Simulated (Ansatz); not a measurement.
Set up this calculation in Ansatz 0.2.0, as the native input.

| Quantity | Value |
| --- | --- |
| Task | relaxation of cell and atoms |
| Functional | PBEsol |
| Potentials or basis | Ansatz PAW |
| Cutoff | 420 eV (not typed: the program's choice for these potentials) |
| k mesh | 8 × 8 × 4 |
| Occupations | fermi-dirac, width 0.05 eV |
| Spin | no spin polarisation |
| Target pressure | 10 GPa |
| Target pressure (GPa) | 10 |

Bi:

```
CELL_PARAMETERS angstrom
3.23838 0.00000 0.00000
0.00000 3.22164 0.00000
-0.08045 0.00000 6.44389
ATOMIC_POSITIONS crystal
Bi 0.54425 0.00000 0.74958
Bi 0.45575 0.00000 0.25042
```

This isn't the form of Bi at room conditions, which is rhombohedral.

One way to write it, as run:

input.yaml

```yaml
crystal:
  lattice:
    - [3.238376246, 0.0, 0.0]
    - [0.0, 3.22164332, 0.0]
    - [-0.0804548793, 0.0, 6.4438887882]
  atoms:
    - { symbol: Bi, position: [0.54424725, 0.0, 0.74957789] }
    - { symbol: Bi, position: [0.45575275, 0.0, 0.25042211] }
hamiltonian:
  xc: pbesol
  pseudopotentials: { kind: paw }
kpoints:
  mp_grid: { grid: [8, 8, 4] }
scf:
  occupations: { method: fermi_dirac, width: 0.05 }
output:
  forces: true
  stress: true
  eigenvalues: true
  write_density: true
  write_potential: true
  elf: true
  volumetric_format: npy
relax:
  f_tol: 0.01
  max_steps: 40
  cell: { stress_tol: 0.05, p_target: 10.0 }
```

Potentials or basis: Ansatz PAW.

The run is started by

```console
$ ansatz run input.yaml --threads 2 --pin off --max-ram 5632MiB --backend cpu --events-out ev --progress --plain --runs-dir out
```

Results of the run:

```yaml
Relaxed_volume: 28.03 Å³/atom
Relaxed_cell: a = 3.256 Å, b = 3.075 Å, c = 5.599 Å, α = 90.00°, β = 90.00°, γ = 90.00°
Space_group_after_relaxing_to_0.05_Å: P6/mmm (No. 191)
Energy_change_on_relaxing_the_enthalpy_is_what_falls: +111.0 meV/atom
Ionic_steps: 19
Pressure_after_relaxing: 10.0 GPa
Band_gap_on_the_k_mesh: none (metal or under the smearing width)
```

Caveat: the volume moved by over 15 % at a fixed basis, so the end points are rough; the plane-wave basis is chosen anew once the cell has moved, so the energies of steps on either side of that aren't comparable; spin-orbit coupling is left out, which moves the levels of the heavy elements; the PAW data sets come from PBE, with cores solved anew for the run's functional, which leaves a small shift of forces and pressure.

Wall time 95 s on 2 threads of Arm Neoverse V1, on a shared host, peak memory 0.4 GiB.
